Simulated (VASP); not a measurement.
A run of VASP 6.6.1 is set up as follows.

The input INCAR:

```
SYSTEM = SiO
ALGO = Normal
EDIFF = 1E-6
ENCUT = 520
GGA = PS
ISIF = 2
ISMEAR = 0
LASPH = .True.
LCHARG = .False.
LORBIT = 11
LREAL = .False.
LWAVE = .False.
NELM = 60
PREC = Accurate
SIGMA = 0.02
```

File KPOINTS:

```
k-points
0
Gamma
  9 9 9
  0 0 0
```

File POSCAR:

```
SiO
1.0
    0.0000000000      2.4336400000      2.4336400000
    2.4336400000      0.0000000000      2.4336400000
    2.4336400000      2.4336400000      0.0000000000
Si O
1 1
Direct
    0.7500000000      0.7500000000      0.7500000000
    0.0000000000      0.0000000000      0.0000000000
```

Potentials or basis: VASP PAW PBE potentials, release 64 (Si, O).

Launch:

```sh
$ cat potpaw_PBE.64/Si/POTCAR potpaw_PBE.64/O/POTCAR > POTCAR
$ mpirun -np 1 vasp_std > vasp.out
```

Task: Predict the pressure.

Result: -3.7 GPa.

Task: Predict the band gap on the k mesh.

Result: None (metal or under the smearing width).

Caveat: the PAW data sets were made with another functional, which shifts forces and pressure a little.
